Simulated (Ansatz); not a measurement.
# NaF: a trigonal deformation path

An exercise on one series of results from a longer session: the logs are not shown, and one member is left open.

Method: DFT LDA, scalar-relativistic, plane waves, PAW, in Ansatz 0.2.0.

### Starting point

The structure is cubic, space group Fm-3m (No. 225). The conventional cell has a = 4.647 Å, b = 4.647 Å, c = 4.647 Å, α = 90.00°, β = 90.00°, γ = 90.00°. Around Na (site symmetry m-3m) lie 6 F at 2.32 Å. F (site symmetry m-3m) has 6 Na at 2.32 Å as nearest neighbours.

Structure file:

```cif
data_structure
_symmetry_space_group_name_H-M 'P 1'
_symmetry_Int_Tables_number 1
_cell_length_a 3.2856
_cell_length_b 3.2856
_cell_length_c 3.2856
_cell_angle_alpha 60.000
_cell_angle_beta 60.000
_cell_angle_gamma 60.000
_cell_volume 25.08
loop_
_atom_site_label
_atom_site_type_symbol
_atom_site_fract_x
_atom_site_fract_y
_atom_site_fract_z
_atom_site_occupancy
Na1 Na 0.00000 0.00000 0.00000 1
F1 F 0.50000 0.50000 0.50000 1
```

Source of the structure: the Crystallography Open Database.

The first run:

The input, input.yaml:

```yaml
crystal:
  lattice:
    - [0.0, 2.3233, 2.3233]
    - [2.3233, 0.0, 2.3233]
    - [2.3233, 2.3233, 0.0]
  atoms:
    - { symbol: Na, position: [0.0, 0.0, 0.0] }
    - { symbol: F, position: [0.5, 0.5, 0.5] }
basis:
  ecutwfc: 420
kpoints:
  mp_grid: { grid: [6, 6, 6] }
hamiltonian:
  xc: lda
scf:
  occupations: { method: gaussian, width: 0.1 }
output:
  forces: true
  stress: true
  eigenvalues: true
```

On the command line:

```sh
ansatz run input.yaml --threads 1 --pin off --max-ram 1536MiB --backend cpu --events-out ev --progress --plain --runs-dir out
```

Steps of the session up to this table: Probe: one point at the start; The undisturbed cell; ρ = 0.500; At ρ = 2.000; ρ = 0.710; At ρ = 1.410; ρ = 0.600; ρ = 0.850; ρ = 1.200; Point ρ = 1.700; ρ = 0.930; At ρ = 1.080.

One table of the session follows, with a row left open; its other results are not shown here.

It belongs to the step «The scan collected». The scan, with free energies counted from the undisturbed cell:

| ρ | ΔE (meV/atom) | pressure (GPa) | gap on the mesh (eV) |
| --- | --- | --- | --- |
| 0.500 | 188.7 | -8.5 | 4.99 |
| 0.600 | 166.5 | -7.6 | 5.13 |
| 0.710 | 106.3 | -6.1 | 5.26 |
| 0.850 | 32.1 | -5.0 | 5.59 |
| 0.930 | ? | ? | ? |
| 1.000 | 0.0 | -4.6 | 5.93 |
| 1.080 | 9.5 | -4.7 | 5.82 |
| 1.200 | 60.9 | -5.0 | 5.48 |
| 1.410 | 253.7 | -5.5 | 4.45 |
| 1.700 | 709.0 | -5.3 | 2.32 |
| 2.000 | 1351.8 | -2.6 | 0.00 |

**Question.** Estimate the row for ρ = 0.930.

Worked estimate for «ΔE (meV/atom)». A straight line through the neighbours (0.850, 32.1) and (1.000, 0.0) gives 32.1 + (0.0 − 32.1) × (0.930 − 0.850) / (1.000 − 0.850) = 15.0; a parabola fitted to 4 rows on both sides gives 8.6.

**Answer.** ΔE (meV/atom): 7.0; pressure (GPa): -4.7; gap on the mesh (eV): 5.79. In «ΔE (meV/atom)» the line misses by +8.0 and the parabola by +1.6.

Where the gap reads zero, the mesh chosen for the insulator is on the coarse side.
